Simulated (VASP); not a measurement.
# Zr (P6/mmm) in VASP: a series of runs

One crystal, Zr, is run at these levels: r2SCAN; tasks: relaxation of shape and atoms at fixed volume.

Everything below comes from runs of VASP 6.6.1. Logs are shortened: lines on timing, memory, paths and dates and some standing lists are left out, and cuts for length are marked.

## 1. The undisturbed crystal

The structure is hexagonal, space group P6/mmm (No. 191). The conventional cell has a = 5.033 Å, b = 5.033 Å, c = 3.132 Å, α = 90.00°, β = 90.00°, γ = 120.00°. Around Zr (site symmetry -6m2) lie 11 Zr at 2.91 to 3.30 Å. Zr (site symmetry 6/mmm) is surrounded by 14 Zr at 3.13 to 3.30 Å.

The cell was built by a generator and needn't be a form met in nature.

## 2. Relaxation of shape and atoms at fixed volume, r2SCAN (a relaxed cell with its volume scaled by 0.94)

INCAR

```
PREC = Accurate ; ENCUT = 600
EDIFF = 1E-7 ; ISMEAR = 1
SIGMA = 0.1 ; LREAL = F
LASPH = T ; NELM = 80
ALGO = Normal ; ISIF = 4
LWAVE = F ; LCHARG = F
METAGGA = R2SCAN ; LMIXTAU = T
IBRION = 2 ; NSW = 40
EDIFFG = -0.01
```

KPOINTS

```
Automatic mesh
0
Gamma
  9 9 12
```

POSCAR

```
Zr                                      
1.0
    4.9320218770      0.0000000000      0.0000000000
   -2.4660109385      4.2712562354      0.0000000000
    0.0000000000      0.0000000000      3.0973936875
  Zr            
     3
Direct
     0.6666666699999979    0.3333333300000021    0.5000000000000000
     0.3333333300000021    0.6666666699999979    0.5000000000000000
     0.0000000000000000    0.0000000000000000    0.0000000000000000
```

Potentials or basis: VASP PAW PBE potentials, release 64 (Zr_sv).

The run is started by

```console
> cat potpaw_PBE.64/Zr_sv/POTCAR > POTCAR
> mpirun -np 1 vasp_std > vasp.out
```

OUTCAR:

```text
PREC = Accurate
   ENCUT = 600
   EDIFF = 1E-7
   ISMEAR = 1
   LREAL = F
   LASPH = T
   NELM = 80
   ISIF = 4
   METAGGA = R2SCAN
   IBRION = 2
   NSW = 40
   EDIFFG = -0.01

 ion  position               nearest neighbor table
   1  0.667  0.333  0.500-   2 2.85   2 2.85   2 2.85   3 3.24   3 3.24   3 3.24   3 3.24   3 3.24
                             3 3.24
   2  0.333  0.667  0.500-   1 2.85   1 2.85   1 2.85   3 3.24   3 3.24   3 3.24   3 3.24   3 3.24
                             3 3.24
   3  0.000  0.000  0.000-   1 3.24   2 3.24   1 3.24   2 3.24   2 3.24   2 3.24   1 3.24   1 3.24
                             1 3.24   1 3.24   2 3.24   2 3.24

  LATTYP: Found a hexagonal cell.
 ALAT       =     4.9320218770
 C/A-ratio  =     0.6280170212

  Lattice vectors:

 A1 = (   4.9320218770,   0.0000000000,   0.0000000000)
 A2 = (  -2.4660109385,   4.2712562354,   0.0000000000)
 A3 = (   0.0000000000,   0.0000000000,   3.0973936875)

Analysis of symmetry for initial positions (statically):
=====================================================================
 Subroutine PRICEL returns:
 Original cell was already a primitive cell.

 Routine SETGRP: Setting up the symmetry group for a
 hexagonal supercell.

 Subroutine GETGRP returns: Found 24 space group operations
 (whereof 24 operations were pure point group operations)
 out of a pool of 24 trial point group operations.

The static configuration has the point symmetry D_6h.

Analysis of symmetry for dynamics (positions and initial velocities):
=====================================================================
 Subroutine PRICEL returns:
 Original cell was already a primitive cell.

 Routine SETGRP: Setting up the symmetry group for a
 hexagonal supercell.

 Subroutine GETGRP returns: Found 24 space group operations
 (whereof 24 operations were pure point group operations)
 out of a pool of 24 trial point group operations.

The dynamic configuration has the point symmetry D_6h.

 Subroutine INISYM returns: Found 24 space group operations
 (whereof 24 operations are pure point group operations),
 and found     1 'primitive' translations

----------------------------------------------------------------------------------------

                                     Primitive cell

  volume of cell :      65.2495

  direct lattice vectors                    reciprocal lattice vectors
     4.932021877  0.000000000  0.000000000     0.202756603  0.117061579  0.000000000
    -2.466010939  4.271256235  0.000000000     0.000000000  0.234123158  0.000000000
     0.000000000  0.000000000  3.097393687     0.000000000  0.000000000  0.322852082

  length of vectors
     4.932021877  4.932021875  3.097393687     0.234123158  0.234123158  0.322852082

  position of ions in fractional coordinates (direct lattice)
     0.666666670  0.333333330  0.500000000
     0.333333330  0.666666670  0.500000000
     0.000000000  0.000000000  0.000000000

  ion indices of the primitive-cell ions
   primitive index   ion index
                 1           1
                 2           2
                 3           3

----------------------------------------------------------------------------------------

 KPOINTS: Automatic mesh

Automatic generation of k-mesh.
 Grid dimensions read from file:
 generate k-points for:    9    9   12

 Generating k-lattice:

  Cartesian coordinates                     Fractional coordinates (reciprocal lattice)
     0.022528511  0.013006842  0.000000000     0.111111111  0.000000000  0.000000000
     0.000000000  0.026013684  0.000000000     0.000000000  0.111111111  0.000000000
     0.000000000  0.000000000  0.026904340     0.000000000  0.000000000  0.083333333

  Length of vectors
     0.026013684  0.026013684  0.026904340

[... 49 lines left out ...]
   LSORBIT =      F    spin-orbit coupling
   LASPH  =      T    aspherical Exc in radial PAW
   ENCUT  =  600.0 eV  44.10 Ry    6.64 a.u.   9.85  9.85  6.19*2*pi/ulx,y,z
   NELM   =     80;   NELMIN=  2; NELMDL= -5     # of ELM steps
   EDIFF  = 0.1E-06   stopping-criterion for ELM
   LREAL  =      F    real-space projection
   EDIFFG = -.1E-01   stopping-criterion for IOM
   NSW    =     40    number of steps for IOM
   IBRION =      2    ionic relax: 0-MD 1-quasi-New 2-CG
   NFREE  =      1    steps in history (QN), initial steepest desc. (CG)
   ISIF   =      4    stress and relaxation
   ISYM   =      2    0-nonsym 1-usesym 2-fastsym
   POTIM  = 0.5000    time-step for ionic-motion
   TEBEG  =    0.0;   TEEND  =   0.0 temperature during run
   PSTRESS=    0.0 pullay stress
   NELECT =      36.0000    total number of electrons
   NUPDOWN=      -1.0000    fix difference up-down
   EMIN   =  10.00;   EMAX   =-10.00  energy-range for DOS
[... 5 lines left out ...]
     AMIX     =   0.40;   BMIX     =  1.00
     AMIX_MAG =   1.60;   BMIX_MAG =  1.00
  volume/ion in A,a.u.               =      21.75       146.78
  Fermi-wavevector in a.u.,A,eV,Ry     =   1.342713  2.537360 24.529662  1.802879
  Thomas-Fermi vector in A             =   2.470845
   LORBIT       =      0    0 simple, 1 ext, 2 COOP (PROOUT), +10 PAW based schemes
   METAGGA = R2SCAN    functional components
   LHFCALC =     F    Hartree Fock is set to
   AEXX    =    0.0000 exact exchange contribution
   IVDW    =     0    specifies the selected vdW correction
   LEPSILON=     F    determine dielectric tensor
   LRPA    =     F    only Hartree local field effects (RPA)
 conjugate gradient relaxation of ions
 non-spin polarized calculation
 Methfessel and Paxton  Order N= 1 SIGMA  =   0.10
  energy-cutoff  :      600.00
  volume of cell :       65.25
 maximum number of plane-waves:      2194
 NGX is ok and might be reduce to    40
   NGX = 19   NGY = 19   NGZ = 13

--------------------------------------- Ionic step        1  -------------------------------------------

 number of electron      36.0000000 magnetization

 Free energy of the ion-electron system (eV)
  ---------------------------------------------------
  ext. energy  EPLUGINS =         0.00000000
  ---------------------------------------------------
  free energy    TOTEN  =       -68.19987728 eV

  energy without entropy =      -68.20062672  energy(sigma->0) =      -68.20012709

------------------------ aborting loop because EDIFF is reached ----------------------------------------

  FORCE on cell =-STRESS in cart. coord.  units (eV):
  Direction    XX          YY          ZZ          XY          YZ          ZX
  --------------------------------------------------------------------------------------
  -------------------------------------------------------------------------------------
  Total        2.7036917      2.7036917      2.8098727      0.0000000      0.0000000     -0.0000000
  in kB       66.3881741     66.3881741     68.9954099      0.0000000      0.0000000     -0.0000000
  external PRESSURE =      67.2572527 kB  Pullay stress =       0.0000000 kB

 VOLUME and BASIS-vectors are now :
 -----------------------------------------------------------------------------
  energy-cutoff  :      600.00
  volume of cell :       65.25
      direct lattice vectors                 reciprocal lattice vectors
     4.932021877  0.000000000  0.000000000     0.202756603  0.117061579  0.000000000
    -2.466010939  4.271256235  0.000000000     0.000000000  0.234123158  0.000000000
     0.000000000  0.000000000  3.097393687     0.000000000  0.000000000  0.322852082

 POSITION                                       TOTAL-FORCE (eV/Angst)
 -----------------------------------------------------------------------------------
      2.46601      1.42375      1.54870         0.000000     -0.000000     -0.000000
     -0.00000      2.84750      1.54870        -0.000000      0.000000      0.000000
      0.00000      0.00000      0.00000        -0.000000      0.000000      0.000000
 -----------------------------------------------------------------------------------
    total drift:                                0.000000     -0.000000      0.000000

  FREE ENERGIE OF THE ION-ELECTRON SYSTEM (eV)
  ---------------------------------------------------
  free  energy   TOTEN  =       -68.1998772817 eV

  energy  without entropy=      -68.2006267175  energy(sigma->0) =      -68.20012709

--------------------------------------- Ionic step        2  -------------------------------------------

 number of electron      36.0000000 magnetization

 Free energy of the ion-electron system (eV)
  ---------------------------------------------------
  ext. energy  EPLUGINS =         0.00000000
  ---------------------------------------------------
  free energy    TOTEN  =       -68.19986259 eV

  energy without entropy =      -68.20078819  energy(sigma->0) =      -68.20017113

 E-fermi :   9.7313     XC(G=0): -12.3013

 val. band max:        9.6858174929   @ k =   0.3333   0.2222   0.4167
 cond. band min:       9.7364893678   @ k =   0.3333   0.3333   0.0000
 fundamental gap:      0.0506718749
 Fermi energy:         9.7312817658

 k-point     1 :       0.0000    0.0000    0.0000
  band No.  band energies     occupation
      1     -40.7695      2.00000
      2     -40.5017      2.00000
      3     -40.2582      2.00000
      4     -18.3419      2.00000
      5     -18.3419      2.00000
      6     -18.2578      2.00000
[... 589 lines left out ...]
     21      10.2437     -0.00000
     22      11.4791     -0.00000

 [... further k-points ...]
[... 5 lines left out ...]
  --------------------------------------------------------------------------------------
  -------------------------------------------------------------------------------------
  Total        2.7462386      2.7462386      2.7256654      0.0000000      0.0000000      0.0000000
  in kB       67.4328985     67.4328984     66.9277294      0.0000000      0.0000000      0.0000000
  external PRESSURE =      67.2645087 kB  Pullay stress =       0.0000000 kB

 VOLUME and BASIS-vectors are now :
 -----------------------------------------------------------------------------
  energy-cutoff  :      600.00
  volume of cell :       65.25
      direct lattice vectors                 reciprocal lattice vectors
     4.929216357  0.000000000 -0.000000000     0.202872004  0.117128206 -0.000000000
    -2.464608178  4.268826583  0.000000000    -0.000000000  0.234256412 -0.000000000
     0.000000000  0.000000000  3.100920525     0.000000000 -0.000000000  0.322484885

 POSITION                                       TOTAL-FORCE (eV/Angst)
 -----------------------------------------------------------------------------------
      2.46461      1.42294      1.55046         0.000000     -0.000000     -0.000000
     -0.00000      2.84588      1.55046        -0.000000      0.000000      0.000000
      4.92922      0.00000     -0.00000         0.000000     -0.000000      0.000000
 -----------------------------------------------------------------------------------
    total drift:                                0.000000     -0.000000     -0.000000

  FREE ENERGIE OF THE ION-ELECTRON SYSTEM (eV)
  ---------------------------------------------------
  free  energy   TOTEN  =       -68.1998625950 eV

  energy  without entropy=      -68.2007881950  energy(sigma->0) =      -68.20017113

 reached required accuracy - stopping structural energy minimisation
```

Run time: 9.7 min. Hardware: 1 thread of Intel Xeon Platinum 8488C (Sapphire Rapids), shared host; peak memory 0.29 GiB.

What came out:

| Property | Result |
| --- | --- |
| Free energy | -68.1999 eV |
| Energy gained by relaxing | 0.0 meV/atom |
| Ionic steps | 2 |
| Pressure after relaxing | 6.7 GPa |
| Band gap on the k mesh | none (metal or under the smearing width) |

Final structure:
```
CELL_PARAMETERS angstrom
4.92922 0.00000 0.00000
-2.46461 4.26883 0.00000
0.00000 0.00000 3.10092
ATOMIC_POSITIONS crystal
Zr 0.66667 0.33333 0.50000
Zr 0.33333 0.66667 0.50000
Zr 0.00000 0.00000 0.00000
```

Levels at points of the mesh, in eV from the Fermi level:
| k point | band 16 | band 17 | band 18 | band 19 | band 20 | band 21 |
| --- | --- | --- | --- | --- | --- | --- |
| (0.00, 0.00, 0.00) | -0.63 | -0.56 | -0.56 | -0.09 | 1.06 | 1.86 |
| (0.00, 0.00, 0.50) | -2.24 | -2.24 | -1.56 | 1.31 | 1.31 | 1.93 |

Caveat: the PAW data sets were made with another functional, which shifts forces and pressure a little.

## 3. Relaxation of shape and atoms at fixed volume, r2SCAN (a relaxed cell with its volume scaled by 0.96)

INCAR is that of step 2.

KPOINTS is that of step 2.

POSCAR

```
Zr                                      
1.0
    4.9667555698      0.0000000000      0.0000000000
   -2.4833777849      4.3013364957      0.0000000000
    0.0000000000      0.0000000000      3.1192070377
  Zr            
     3
Direct
     0.6666666699999979    0.3333333300000021    0.5000000000000000
     0.3333333300000021    0.6666666699999979    0.5000000000000000
     0.0000000000000000    0.0000000000000000    0.0000000000000000
```

Potentials or basis: VASP PAW PBE potentials, release 64 (Zr_sv).

The run is started by

```console
> cat potpaw_PBE.64/Zr_sv/POTCAR > POTCAR
> mpirun -np 1 vasp_std > vasp.out
```

Wall time 10 min (1 thread of Intel Xeon Platinum 8488C (Sapphire Rapids), shared host); peak memory 0.3 GiB.

The run converged. Its results:

```yaml
Free_energy: -68.2477 eV
Energy_gained_by_relaxing: 0.0 meV/atom
Ionic_steps: 2
Pressure_after_relaxing: 4.3 GPa
Band_gap_on_the_k_mesh: none (metal or under the smearing width)
```

Final structure:
```cif
data_structure
_symmetry_space_group_name_H-M 'P 1'
_symmetry_Int_Tables_number 1
_cell_length_a 4.9645
_cell_length_b 4.9645
_cell_length_c 3.1220
_cell_angle_alpha 90.000
_cell_angle_beta 90.000
_cell_angle_gamma 120.000
_cell_volume 66.64
loop_
_atom_site_label
_atom_site_type_symbol
_atom_site_fract_x
_atom_site_fract_y
_atom_site_fract_z
_atom_site_occupancy
Zr1 Zr 0.66667 0.33333 0.50000 1
Zr2 Zr 0.33333 0.66667 0.50000 1
Zr3 Zr 0.00000 0.00000 0.00000 1
```

Levels at points of the mesh, in eV from the Fermi level:
| k point | band 15 | band 16 | band 17 | band 18 | band 19 | band 20 | band 21 | band 22 |
| --- | --- | --- | --- | --- | --- | --- | --- | --- |
| (0.00, 0.00, 0.00) | -0.64 | -0.64 | -0.57 | -0.57 | -0.09 | 1.05 | 1.84 | 1.84 |
| (0.00, 0.00, 0.50) | -2.32 | -2.18 | -2.18 | -1.59 | 1.29 | 1.29 | 1.88 | 1.88 |

Caveat: the PAW data sets were made with another functional, which shifts forces and pressure a little.
